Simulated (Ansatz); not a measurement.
The system is Sn.

```
CELL_PARAMETERS angstrom
0.00000 3.23334 3.23334
3.23334 0.00000 3.23334
3.23334 3.23334 0.00000
ATOMIC_POSITIONS crystal
Sn 0.75000 0.75000 0.75000
Sn 0.50000 0.50000 0.50000
```

This isn't the form of Sn at room conditions, which is tetragonal (white tin).

Program: Ansatz 0.2.0. Alike in all runs: potentials or basis all-electron LAPW, scalar-relativistic; no spin polarisation; cell as given.

Problem. Order these runs on this cell by their pressure, lowest first.
A. level PBE; k mesh 7 × 7 × 7; cutoff (eV) 257; smearing gaussian 0.024 eV; basis error allowed 0.001 eV/atom; mesh quality not flagged
B. level PBEsol; k mesh 7 × 7 × 7; cutoff (eV) 257; smearing fermi-dirac 0.05 eV; basis error allowed 0.001 eV/atom; mesh quality not flagged
C. level PBE; k mesh 3 × 3 × 3; cutoff (eV) 219; smearing fermi-dirac 0.06 eV; basis error allowed 0.004 eV/atom; mesh quality coarse

Solution. B (1.5 GPa), A (3.8 GPa), C (5.7 GPa).

Caveats: some runs use coarse meshes; the k mesh is thin for a metal, which can move the energy by tens of meV per atom (some runs).
